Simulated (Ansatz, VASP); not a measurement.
CdS (Greenockite) in VASP and in Ansatz

```
CELL_PARAMETERS angstrom
4.15000 0.00000 0.00000
-2.07500 3.59401 0.00000
0.00000 0.00000 6.73700
ATOMIC_POSITIONS crystal
Cd 0.66667 0.33333 0.50000
Cd 0.33333 0.66667 0.00000
S 0.66667 0.33333 0.87500
S 0.33333 0.66667 0.37500
```

Alike in both runs: task single point; functional PBE; k mesh 7 × 7 × 4; occupations gaussian, width 0.012 eV; no spin polarisation.

|  | VASP | Ansatz |
| --- | --- | --- |
| version | VASP 6.6.1 | Ansatz 0.2.0 |
| potentials or method | VASP PAW PBE potentials, release 64 (Cd, S) | Ansatz PAW |
| plane-wave cutoff (eV) | 520 | 420 |
| valence electrons in the cell | 36 | 52 |

Ansatz gave:

| Item | Value |
| --- | --- |
| gap on the k mesh at the Fermi level (eV) | 1.20 |
| least direct gap on the mesh (eV) | 1.20 |
| pressure (GPa) | 2.1 |
| largest component of the traceless stress (GPa) | 0.42 |
| rms of the force components (eV/Å) | 0.039 |

Estimate VASP's values.

gap on the k mesh at the Fermi level (eV): 1.20; least direct gap on the mesh (eV): 1.20; pressure (GPa): 2.4; largest component of the traceless stress (GPa): 0.44; rms of the force components (eV/Å): 0.040.

Atom by atom the forces differ by 0.001 eV/Å (rms over components). The functional is the same, so the differences come from potentials, cutoffs and numerics. The two sets of potentials don't hold the same shells in valence.

Caveats: odd divisions of the mesh miss points on the zone boundary, where band edges often lie, so the gap on the mesh can be too wide (Ansatz). PBE gaps usually lie below the measured ones, often by a third to a half.
